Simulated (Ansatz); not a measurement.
The system is Ge.

```
CELL_PARAMETERS angstrom
4.00312 0.00000 0.00000
-2.00156 3.46680 0.00000
0.00000 0.00000 13.15671
ATOMIC_POSITIONS crystal
Ge 0.33333 0.66667 0.15594
Ge 0.66667 0.33333 0.84406
Ge 0.66667 0.33333 0.65594
Ge 0.33333 0.66667 0.34406
Ge 0.00000 0.00000 0.09315
Ge 0.00000 0.00000 0.90685
Ge 0.00000 0.00000 0.59315
Ge 0.00000 0.00000 0.40685
```

This isn't the form of Ge at room conditions, which is diamond.

Base run:

- Program: Ansatz 0.2.0
- Functional: PBE0
- Potentials or basis: Ansatz PAW
- Cutoff: 420 eV
- Density cutoff: 1680 eV
- k mesh: 6 × 6 × 2
- Occupations: fermi-dirac, width 0.05 eV
- Spin: no spin polarisation

Its results: band gap on the k mesh 1.19 eV, direct; largest force 0.027 eV/Å.

**Question.** The run is repeated on the same cell with these changes: functional from PBE0 to HSE06. What comes out?

**Answer.** Band gap on the k mesh 0.59 eV, direct; largest force 0.027 eV/Å.

Caveats: the PAW data sets come from PBE, with cores solved anew for the run's functional, which leaves a small shift of forces and pressure.

Not every run made on this cell is shown here.
